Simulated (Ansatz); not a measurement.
# CoO in Ansatz: the effect of Hubbard term

Crystal: CoO.

```
Co O
1.0
     1.60222    0.92504    2.56647
    -1.60222    0.92504    2.56647
     0.00000   -1.85008    2.56647
Co O
1 1
Direct
  0.99898 0.99898 0.99898
  0.75102 0.75102 0.75102
```

Measurements of this composition are mostly on another form, of space group No. 225.

Alike in all runs:

```yaml
Program: Ansatz 0.2.0
Task: projected density of states
Functional: PBEsol
Potentials_or_basis: Ansatz PAW
Cutoff: "420 eV (not typed: the program's choice for these potentials)"
k_mesh: 10 × 10 × 10
Occupations: fermi-dirac, width 0.05 eV
Spin: collinear spin, ferromagnetic start
Starting_moments: "[2.0, 0.0] μB"
Hubbard_projectors: ortho-atomic (the default)
Double_counting: fll (the default)
```

| Hubbard term | gap on the mesh (eV) | pressure (GPa) | largest force (eV/Å) |
| --- | --- | --- | --- |
| none | none | -7.9 | 0.22 |
| Co d U = 1 eV | none | -3.8 | 0.28 |
| Co d U = 2 eV | none | 3.0 | 0.36 |
| Co d U = 3 eV | 0.17 | 6.1 | 0.41 |
| Co d U = 4 eV | ? | ? | ? |
| Co d U = 5 eV | 0.43 | 9.7 | 0.45 |
| Co d U = 6 eV | 0.53 | 11.2 | 0.47 |
| Co d U = 8 eV | 0.71 | 14.0 | 0.51 |

Problem. What does the run with Hubbard term Co d U = 4 eV give?

Solution. gap on the mesh 0.30 eV; pressure 8.0 GPa; largest force 0.43 eV/Å.

Worked out: A parabola through the other rows of the pressure, of slope 2.64 GPa per eV there, gives 8.2 GPa, against the run's 8.0. A parabola through the other rows of the largest force, of slope 0.0345 eV/Å per eV there, gives 0.43 eV/Å, against the run's 0.43.

Caveats: a cell with one magnetic atom can't hold antiferromagnetic order, which such compounds often take; the PAW data sets come from PBE, with cores solved anew for the run's functional, which leaves a small shift of forces and pressure; the magnetic or orbital state may not be the lowest (some runs); semilocal functionals often make such compounds metallic where correlation or magnetic order opens a gap, which also shifts bond lengths (some runs).

A k mesh can miss the band edges.

A gap of «none» marks a metal or a gap under the smearing width.
